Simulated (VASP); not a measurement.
# Cu (Fm-3m) in VASP: density of states with PBE

Aim: the density of states of Cu with PBE.

Program: VASP 6.6.1. These are calculated values, not measurements. Logs are shortened: lines on timing, memory, paths and dates and some standing lists are left out, and cuts for length are marked.

### 1 The structure

The structure is cubic, space group Fm-3m (No. 225). The conventional cell has a = 3.634 Å, b = 3.634 Å, c = 3.634 Å, α = 90.00°, β = 90.00°, γ = 90.00°. Cu (site symmetry m-3m) has 12 Cu at 2.57 Å as nearest neighbours.

### 2 Density of states, PBE

The input, POSCAR:

```
Cu                                      
1.0
    0.0000000000      1.8171042090      1.8171042090
    1.8171042090      0.0000000000      1.8171042090
    1.8171042090      1.8171042090      0.0000000000
  Cu            
     1
Direct
     0.0000000000000000    0.0000000000000000    0.0000000000000000
```

The input, INCAR.step1:

```
SYSTEM = Cu
ALGO = Normal
EDIFF = 1E-7
ENCUT = 700
GGA = PE
ISIF = 2
ISMEAR = 0
LASPH = .TRUE.
LCHARG = .TRUE.
LMAXMIX = 4
LREAL = .FALSE.
LWAVE = .FALSE.
NELM = 100
PREC = Accurate
SIGMA = 0.1
```

The input, KPOINTS.step1:

```
k-points
0
G
  20 20 20
  0 0 0
```

The input, INCAR.step2:

```
SYSTEM = Cu
ALGO = Normal
EDIFF = 1E-7
ENCUT = 700
GGA = PE
ICHARG = 11
ISIF = 2
ISMEAR = -5
LASPH = .TRUE.
LCHARG = .FALSE.
LMAXMIX = 4
LORBIT = 10
LREAL = .FALSE.
LWAVE = .FALSE.
NEDOS = 1001
NELM = 100
PREC = Accurate
SIGMA = 0.1
```

The input, KPOINTS.step2:

```
k-points
0
G
  30 30 30
  0 0 0
```

Potentials or basis: VASP PAW PBE potentials, release 64 (Cu).

Command:

```bash
$ cat potpaw_PBE.64/Cu/POTCAR > POTCAR
$ cp INCAR.step1 INCAR
$ cp KPOINTS.step1 KPOINTS
$ mpirun -np 1 vasp_std > vasp.out
$ cp INCAR.step2 INCAR
$ cp KPOINTS.step2 KPOINTS
$ mpirun -np 1 vasp_std > vasp.out
```

OUTCAR:

```text
SYSTEM = Cu
   EDIFF = 1E-7
   ENCUT = 700
   GGA = PE
   ICHARG = 11
   ISIF = 2
   ISMEAR = -5
   LASPH = .TRUE.
   LORBIT = 10
   LREAL = .FALSE.
   NELM = 100
   PREC = Accurate

 ion  position               nearest neighbor table
   1  0.000  0.000  0.000-

  LATTYP: Found a face centered cubic cell.
 ALAT       =     3.6342084180

  Lattice vectors:

 A1 = (   0.0000000000,   1.8171042090,   1.8171042090)
 A2 = (   1.8171042090,   0.0000000000,   1.8171042090)
 A3 = (   1.8171042090,   1.8171042090,   0.0000000000)

Analysis of symmetry for initial positions (statically):
=====================================================================
 Subroutine PRICEL returns:
 Original cell was already a primitive cell.

 Routine SETGRP: Setting up the symmetry group for a
 face centered cubic supercell.

 Subroutine GETGRP returns: Found 48 space group operations
 (whereof 48 operations were pure point group operations)
 out of a pool of 48 trial point group operations.

The static configuration has the point symmetry O_h .

Analysis of symmetry for dynamics (positions and initial velocities):
=====================================================================
 Subroutine PRICEL returns:
 Original cell was already a primitive cell.

 Routine SETGRP: Setting up the symmetry group for a
 face centered cubic supercell.

 Subroutine GETGRP returns: Found 48 space group operations
 (whereof 48 operations were pure point group operations)
 out of a pool of 48 trial point group operations.

The dynamic configuration has the point symmetry O_h .

 Subroutine INISYM returns: Found 48 space group operations
 (whereof 48 operations are pure point group operations),
 and found     1 'primitive' translations

----------------------------------------------------------------------------------------

                                     Primitive cell

  volume of cell :      11.9997

  direct lattice vectors                    reciprocal lattice vectors
     0.000000000  1.817104209  1.817104209    -0.275163085  0.275163085  0.275163085
     1.817104209  0.000000000  1.817104209     0.275163085 -0.275163085  0.275163085
     1.817104209  1.817104209  0.000000000     0.275163085  0.275163085 -0.275163085
[... 87 lines left out ...]
   NSW    =      0    number of steps for IOM
   IBRION =     -1    ionic relax: 0-MD 1-quasi-New 2-CG
   NFREE  =      0    steps in history (QN), initial steepest desc. (CG)
   ISIF   =      2    stress and relaxation
   ISYM   =      2    0-nonsym 1-usesym 2-fastsym
   POTIM  = 0.5000    time-step for ionic-motion
   TEBEG  =    0.0;   TEEND  =   0.0 temperature during run
   PSTRESS=    0.0 pullay stress
   NELECT =      11.0000    total number of electrons
   NUPDOWN=      -1.0000    fix difference up-down
   EMIN   =  10.00;   EMAX   =-10.00  energy-range for DOS
   EFERMI =   0.00;   METHOD = LEGACY
   ISMEAR =    -5;   SIGMA  =   0.10  broadening in eV -4-tet -1-fermi 0-gaus
   EFERMI_NEDOS =   21; number of points for ismear=-14 and -15
   IALGO  =     38    algorithm
   IMIX   =      4    mixing-type and parameters
     AMIX     =   0.40;   BMIX     =  1.00
     AMIX_MAG =   1.60;   BMIX_MAG =  1.00
  volume/ion in A,a.u.               =      12.00        80.98
  Fermi-wavevector in a.u.,A,eV,Ry     =   1.590313  3.005255 34.410425  2.529095
  Thomas-Fermi vector in A             =   2.689027
   LORBIT       =     10    0 simple, 1 ext, 2 COOP (PROOUT), +10 PAW based schemes
   GGA     = PE    functional components
   LHFCALC =     F    Hartree Fock is set to
   AEXX    =    0.0000 exact exchange contribution
   IVDW    =     0    specifies the selected vdW correction
   LEPSILON=     F    determine dielectric tensor
   LRPA    =     F    only Hartree local field effects (RPA)
 non-spin polarized calculation
 Fermi weights with tetrahedron method with Bloechl corrections
  energy-cutoff  :      700.00
  volume of cell :       12.00
 maximum number of plane-waves:       531
 NGX is ok and might be reduce to    24

 number of electron      10.9999998 magnetization

 Free energy of the ion-electron system (eV)
  ---------------------------------------------------
  ext. energy  EPLUGINS =         0.00000000
  ---------------------------------------------------
  free energy    TOTEN  =        -3.72759536 eV

  energy without entropy =       -3.72759536  energy(sigma->0) =       -3.72759536

 E-fermi :   7.4168     XC(G=0): -12.6334

 val. band max:        7.3914428738   @ k =   0.5000   0.2667   0.1000
 cond. band min:       7.4171683038   @ k =   0.5000   0.3333   0.1333
 fundamental gap:      0.0257254300
 Fermi energy:         7.4168158594

 k-point     1 :       0.0000    0.0000    0.0000
  band No.  band energies     occupation
      1      -1.8406      2.00000
      2       4.4128      2.00000
      3       4.4128      2.00000
      4       4.4128      2.00000
      5       5.2148      2.00000
      6       5.2148      2.00000
      7      29.8565      0.00000
      8      32.3780      0.00000
      9      32.3780      0.00000
[... 265 lines left out ...]
 k-point    24 :       0.2667    0.0333    0.0000
  band No.  band energies     occupation
      1       0.3756      2.00000
      2       4.1517      2.00000
      3       4.5611      2.00000
      4       4.5739      2.00000
      5       5.2623      2.00000
      6       5.3668      2.00000
      7      19.4649      0.00000
      8      28.8889      0.00000
      9      29.1577      0.00000

 [... further k-points ...]

------------------------ aborting loop because EDIFF is reached ----------------------------------------

  FORCE on cell =-STRESS in cart. coord.  units (eV):
  Direction    XX          YY          ZZ          XY          YZ          ZX
  --------------------------------------------------------------------------------------
  -------------------------------------------------------------------------------------
  Total       -0.1155552     -0.1155552     -0.1155552      0.0000000     -0.0000000     -0.0000000
  in kB      -15.4287419    -15.4287419    -15.4287419      0.0000000     -0.0000000     -0.0000000
  external PRESSURE =     -15.4287419 kB  Pullay stress =       0.0000000 kB

 VOLUME and BASIS-vectors are now :
 -----------------------------------------------------------------------------
  energy-cutoff  :      700.00
  volume of cell :       12.00
      direct lattice vectors                 reciprocal lattice vectors
     0.000000000  1.817104209  1.817104209    -0.275163085  0.275163085  0.275163085
     1.817104209  0.000000000  1.817104209     0.275163085 -0.275163085  0.275163085
     1.817104209  1.817104209  0.000000000     0.275163085  0.275163085 -0.275163085

 POSITION                                       TOTAL-FORCE (eV/Angst)
 -----------------------------------------------------------------------------------
      0.00000      0.00000      0.00000        -0.000000     -0.000000     -0.000000
 -----------------------------------------------------------------------------------
    total drift:                               -0.000000     -0.000000     -0.000000

  FREE ENERGIE OF THE ION-ELECTRON SYSTEM (eV)
  ---------------------------------------------------
  free  energy   TOTEN  =        -3.7275953576 eV

  energy  without entropy=       -3.7275953576  energy(sigma->0) =       -3.72759536

 total charge

# of ion       s       p       d       tot
------------------------------------------
    1        0.442   0.371   9.172   9.985
```

OUTCAR.step1:

```text
SYSTEM = Cu
   EDIFF = 1E-7
   ENCUT = 700
   GGA = PE
   ISIF = 2
   ISMEAR = 0
   LASPH = .TRUE.
[... 506 lines left out ...]
 POSITION                                       TOTAL-FORCE (eV/Angst)
 -----------------------------------------------------------------------------------
      0.00000      0.00000      0.00000         0.000000      0.000000      0.000000
 -----------------------------------------------------------------------------------
    total drift:                               -0.000000      0.000000      0.000000

  FREE ENERGIE OF THE ION-ELECTRON SYSTEM (eV)
  ---------------------------------------------------
  free  energy   TOTEN  =        -3.7292594310 eV

  energy  without entropy=       -3.7279204055  energy(sigma->0) =       -3.72858992
```

Run time: 41 s. Hardware: 1 thread of Intel Xeon 6975P-C (Granite Rapids), shared host; peak memory 0.24 GiB.

What came out:

```yaml
Valence_electrons_inside_the_program's_atomic_spheres: Cu 9.98
```

States per cell in windows of 1 eV (zero at the Fermi level; states under -8 eV left out):
```csv
from (eV),total,Cu1_d,Cu1_p,Cu1_s
-8.0,0.11,0.00,0.01,0.05
-7.0,0.17,0.01,0.02,0.07
-6.0,0.34,0.10,0.04,0.09
-5.0,1.49,1.07,0.06,0.11
-4.0,2.73,2.36,0.10,0.02
-3.0,3.59,3.35,0.07,0.02
-2.0,2.35,2.26,0.03,0.02
-1.0,0.33,0.20,0.05,0.03
0.0,0.29,0.12,0.07,0.03
1.0,0.26,0.08,0.08,0.02
2.0,0.21,0.06,0.07,0.02
3.0,0.19,0.05,0.06,0.02
4.0,0.29,0.08,0.06,0.08
5.0,0.27,0.06,0.07,0.06
6.0,0.24,0.05,0.07,0.04
7.0,0.31,0.07,0.08,0.06
```

Caveat: tetrahedron occupations give inexact forces and stress in metals.
